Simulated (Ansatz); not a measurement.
Crystal: WC.

```
W C
1.0
     0.00000    2.19268    2.19268
     2.19268    0.00000    2.19268
     2.19268    2.19268    0.00000
W C
1 1
Direct
  0.00000 0.00000 0.00000
  0.50000 0.50000 0.50000
```

Measurements of this composition are mostly on another form, of space group No. 187.

```yaml
Program: Ansatz 0.2.0
Task: relaxation of cell and atoms
Functional: PBEsol
Potentials_or_basis: Ansatz PAW
Cutoff: "420 eV (not typed: the program's choice for these potentials)"
k_mesh: 10 × 10 × 10
Occupations: fermi-dirac, width 0.05 eV
Spin: no spin polarisation
Hubbard_terms: W d U = 8 eV
```

At the start: volume 10.54 Å³/atom.

Where does the relaxation end?

It ends after 7 steps and the volume is 10.29 Å³/atom (-2.4 %); space group Fm-3m (No. 225, to 0.05 Å).

The path:
```csv
step,energy change (eV),largest force (eV/Å),volume (Å³)
1,0.0000,0.0000,21.08
2,-0.0124,0.0000,20.36
3,-0.0150,0.0000,20.59
4,-0.0150,0.0000,20.58
5,-0.0140,0.0000,20.58
6,-0.0140,0.0000,20.58
7,-0.0140,0.0000,20.58
```

Final structure:
```cif
data_structure
_symmetry_space_group_name_H-M 'P 1'
_symmetry_Int_Tables_number 1
_cell_length_a 3.0760
_cell_length_b 3.0760
_cell_length_c 3.0760
_cell_angle_alpha 60.000
_cell_angle_beta 60.000
_cell_angle_gamma 60.000
_cell_volume 20.58
loop_
_atom_site_label
_atom_site_type_symbol
_atom_site_fract_x
_atom_site_fract_y
_atom_site_fract_z
_atom_site_occupancy
W1 W 0.00000 0.00000 0.00000 1
C1 C 0.50000 0.50000 0.50000 1
```

Caveat: the plane-wave basis is chosen anew once the cell has moved, so the energies of steps on either side of that aren't comparable; the pressure holds a Pulay correction of +0.3 GPa for the finite cutoff; U without spin polarisation on a metal has little footing; the PAW data sets come from PBE, with cores solved anew for the run's functional, which leaves a small shift of forces and pressure; the U is typed as a test and isn't derived for this compound.
